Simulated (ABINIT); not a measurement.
WC (Qusongite):

```xyz
2
Lattice="2.9065 0.0000 0.0000 -1.4532 2.5171 0.0000 0.0000 0.0000 2.8366" Properties=species:S:1:pos:R:3 pbc="T T T"
W     0.0000    0.0000    0.0000
C     1.4533    0.8390    1.4183
```

```yaml
Program: ABINIT 10.8.3 (patched build)
Task: relaxation of cell and atoms
Functional: LDA
Potentials_or_basis: JTH PAW LDA v2.0
Cutoff: 517 eV
k_mesh: 8 × 8 × 7
Occupations: fermi-dirac, width 0.05 eV
Spin: no spin polarisation
```

At the start: pressure -9.7 GPa; volume 10.38 Å³/atom.

How do energy, volume and symmetry change on relaxing?

Over 5 steps the energy falls by 7.7 meV/atom and the volume is 10.13 Å³/atom (-2.4 %); space group P-6m2 (No. 187, to 0.05 Å).

Step by step:
```csv
step,energy change (eV),largest force (eV/Å),pressure (GPa),volume (Å³)
1,0.0000,0.0000,-9.74,20.75
2,-0.0143,0.0000,2.68,20.14
3,-0.0154,0.0000,-0.09,20.27
4,-0.0154,0.0000,0.00,20.26
5,-0.0154,0.0000,0.00,20.26
```

Final structure:
```cif
data_structure
_symmetry_space_group_name_H-M 'P 1'
_symmetry_Int_Tables_number 1
_cell_length_a 2.8854
_cell_length_b 2.8854
_cell_length_c 2.8103
_cell_angle_alpha 90.000
_cell_angle_beta 90.000
_cell_angle_gamma 120.000
_cell_volume 20.26
loop_
_atom_site_label
_atom_site_type_symbol
_atom_site_fract_x
_atom_site_fract_y
_atom_site_fract_z
_atom_site_occupancy
W1 W 0.00000 0.00000 0.00000 1
C1 C 0.66667 0.33333 0.50000 1
```
